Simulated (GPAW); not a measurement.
Set up this calculation in GPAW 26.7.0, as an ASE script.

| Quantity | Value |
| --- | --- |
| Task | relaxation of cell and atoms |
| Functional | PBEsol |
| Potentials or basis | PAW data sets generated in the run's folder for this functional |
| Cutoff | 800 eV |
| Basis | pw |
| k mesh | 9 × 9 × 3 |
| Occupations | fermi-dirac, width 0.05 eV |
| Spin | no spin polarisation |
| Target pressure | 2 GPa |
| Maxiter | 150 |
| Optimizer | BFGS |
| Fmax | 0.02 eV/Å |
| Max steps | 60 |
| Target pressure | 2 GPa |
| Convergence | density=1e-05 forces=0.0001 |

The system is BN.

```xyz
4
Lattice="2.4982 0.0000 0.0000 -1.2491 2.1635 0.0000 0.0000 0.0000 6.6357" Properties=species:S:1:pos:R:3 pbc="T T T"
N     1.2491    0.7212    1.6589
N     0.0000    1.4424    4.9768
B     1.2491    0.7212    4.9768
B     0.0000    1.4424    1.6589
```

One way to write it, as run:

run.py

```python
from ase import Atoms
from ase.filters import FrechetCellFilter
from ase.io import write
from ase.optimize import BFGS
from ase.units import GPa
from gpaw import GPAW, PW, setup_paths

setup_paths.insert(0, '.')

atoms = Atoms(['N', 'N', 'B', 'B'],
              cell=[[2.49824, 0.0, 0.0],
                    [-1.24912, 2.1635393048, 0.0],
                    [0.0, 0.0, 6.6357]],
              scaled_positions=[[0.6666666667, 0.3333333333, 0.25],
                                [0.3333333333, 0.6666666667, 0.75],
                                [0.6666666667, 0.3333333333, 0.75],
                                [0.3333333333, 0.6666666667, 0.25]],
              pbc=True)

calc = GPAW(mode=PW(800),
            xc='PBEsol',
            kpts={'size': (9, 9, 3), 'gamma': True},
            occupations={'name': 'fermi-dirac', 'width': 0.05},
            nbands=18,
            convergence={'density': 1e-05, 'forces': 0.0001},
            maxiter=150,
            txt='gpaw.txt')
atoms.calc = calc
opt = BFGS(FrechetCellFilter(atoms, scalar_pressure=2 * GPa), trajectory='relax.traj', logfile='-')
done = opt.run(fmax=0.02, steps=60)
calc.write('gs.gpw')
write('result.traj', atoms)
print('Converged:', done)
print('Cell:', atoms.cell.cellpar().round(4))
print('Volume:', round(atoms.get_volume(), 4))
print(atoms.get_scaled_positions().round(5))
```

Potentials or basis: PAW data sets generated in the run's folder for this functional, pw.

The run is started by

```sh
$ gpaw-setup -f PBEsol B N
$ OMP_NUM_THREADS=1 python run.py
```

Results of the run:

```yaml
Relaxed_volume: 8.45 Å³/atom
Relaxed_cell: a = 2.499 Å, b = 2.499 Å, c = 6.250 Å, α = 90.00°, β = 90.00°, γ = 120.00°
Space_group_after_relaxing_to_0.05_Å: P6_3/mmc (No. 194)
Energy_change_on_relaxing_the_enthalpy_is_what_falls: +5.9 meV/atom
Ionic_steps: 6
Pressure_after_relaxing: 2.0 GPa
Largest_force_after_relaxing: 0.006 eV/Å
Band_gap_on_the_k_mesh: 4.25 eV, indirect (least direct gap 4.43 eV)
```

Caveat: later steps reuse the first step's grids; an odd mesh through Γ misses points on the zone boundary, where band edges often lie; this functional lacks dispersion, which binds the layers, so the pressure and a relaxed spacing across them are unreliable.

Run time: 120 s on 1 thread of Arm Neoverse V1, with other jobs on the host, peak memory 0.22 GiB.
